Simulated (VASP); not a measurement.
Wanted: the native input for a VASP 6.6.1 run.

```
Task                   : relaxation of cell and atoms
Functional             : r2SCAN
Dispersion             : rVV10
Potentials or basis    : VASP PAW PBE potentials, release 64 (Ti_sv, O)
Cutoff                 : 600 eV
k mesh                 : 6 × 6 × 10
Occupations            : gaussian, width 0.03 eV
Spin                   : no spin polarisation
Further INCAR settings : ALGO = Normal; EDIFF = 1e-07; IBRION = 2; EDIFFG = -0.005; NSW = 90; ISIF = 3
```

The structure of TiO2 lies in POSCAR:

```
TiO2                                    
1.0
    4.5887430139     -0.0000000000      0.0000000000
    0.0000000000      4.5887430139      0.0000000000
    0.0000000000      0.0000000000      2.9580212053
  Ti              O             
     2     4
Direct
     0.0000000000000000    0.0000000000000000    0.0000000000000000
     0.5000000000000000    0.5000000000000000    0.5000000000000000
     0.3042578633739124    0.3042578633739124    1.0000000000000000
     0.1957421366260876    0.8042578633739124    0.5000000000000000
     0.6957421366260876    0.6957421366260876    0.0000000000000000
     0.8042578633739124    0.1957421366260876    0.5000000000000000
```

The input as run:

INCAR

```
PREC     = Accurate       # precision mode
ENCUT    = 600            # plane-wave cutoff, eV
EDIFF    = 1E-7           # SCF threshold, eV
ISMEAR   = 0              # smearing method
SIGMA    = 0.03           # smearing width, eV
LREAL    = False          # projectors in reciprocal space
LASPH    = True           # aspherical terms in the spheres
NELM     = 80             # most SCF steps
ALGO     = Normal         # electronic algorithm
ISIF     = 3              # what is computed and relaxed
LWAVE    = False          # write WAVECAR
LCHARG   = False          # write CHGCAR
METAGGA  = R2SCAN         # meta-GGA
LMIXTAU  = True         
LUSE_VDW = True         
IVDW_NL  = 2            
BPARAM   = 11.95        
CPARAM   = 0.0093       
IBRION   = 2              # ionic algorithm
NSW      = 90             # ionic steps
EDIFFG   = -0.005         # ionic threshold
KPAR     = 2
```

KPOINTS

```
regular mesh
0
Gamma
  6 6 10
```

Potentials or basis: VASP PAW PBE potentials, release 64 (Ti_sv, O).

Run with:

```console
$ cat potpaw_PBE.64/Ti_sv/POTCAR potpaw_PBE.64/O/POTCAR > POTCAR
$ mpirun -np 2 vasp_std > vasp.out
```

Results of the run:

```json
{
  "Relaxed volume": "10.38 Å³/atom",
  "Relaxed cell": "a = 4.588 Å, b = 4.588 Å, c = 2.958 Å, α = 90.00°, β = 90.00°, γ = 90.00°",
  "Space group after relaxing (to 0.05 Å)": "P4_2/mnm (No. 136)",
  "Energy gained by relaxing": "0.0 meV/atom",
  "Ionic steps": "3",
  "Pressure after relaxing": "0.0 GPa",
  "Band gap on the k mesh": "2.21 eV, direct"
}
```

Caveat: the PAW data sets were made with another functional, which shifts forces and pressure a little.

It took 12 min on 2 MPI ranks on Intel(R) Xeon(R) Platinum 8488C (Sapphire Rapids), on a shared host, peak memory 0.41 GiB a rank.
